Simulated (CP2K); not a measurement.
Runs of CP2K 2026.2 on MoS2. The cell holds a slab with vacuum, 3 atoms: a = 3.184 Å, b = 3.184 Å, c = 17.335 Å, α = 90.00°, β = 90.00°, γ = 120.00°. 

| task | level | potentials or basis | cell | k mesh | points a segment of the path (NPOINTS) | bands added on the path | shape of the broadening | broadening of the DOS (eV) | step of the DOS (eV) | gap on the mesh (eV) | largest force (eV/Å) |
| --- | --- | --- | --- | --- | --- | --- | --- | --- | --- | --- | --- |
| band structure | PBEsol | GTH_POTENTIALS Mo GTH-PBE-q14, S GTH-PBE-q6; TZVP-MOLOPT-SR-GTH, TZVP-MOLOPT-GTH basis | as given | 10 × 10 × 2 | 8 | 4 | - | - | - | 1.74 | 0.02 |
| band structure | PBEsol | POTENTIAL_UZH Mo GTH-PBE-q14, S GTH-PBE-q6; DZVP-MOLOPT-PBE-GTH basis | as given | 10 × 10 × 2 | 8 | 4 | - | - | - | (a) | 0.20 |
| single point | PBE | POTENTIAL_UZH Mo GTH-PBE-q14, S GTH-PBE-q6; TZVP-MOLOPT-PBE-GTH basis | atoms moved at random, drawn with an rms of 0.05 Å | 10 × 10 × 2 | - | - | - | - | - | 1.71 | 0.90 |
| projected density of states | PBEsol | GTH_POTENTIALS Mo GTH-PBE-q14, S GTH-PBE-q6; DZVP-MOLOPT-SR-GTH basis | as given | 7 × 7 × 2 | - | - | GAUSSIAN | 0.15 eV | 0.05 eV | (b) | 0.04 |
| band structure | PBEsol | POTENTIAL_UZH Mo GTH-PBE-q14, S GTH-PBE-q6; TZVP-MOLOPT-PBE-GTH basis | as given | 10 × 10 × 2 | 8 | 4 | - | - | - | 1.73 | (c) |

Alike in all rows: no spin polarisation; smearing fermi-dirac 0.05 eV.

Problem. Fill in the values left out.

Solution. (a) 1.72; (b) 1.79; (c) 0.14.

Caveats: the basis of atomic orbitals isn't converged, which shifts pressures, moduli and gaps; the potentials were made for another functional, which shifts forces and pressure (some runs).

A k mesh can miss the band edges, and the runs leave out spin-orbit coupling on Mo.
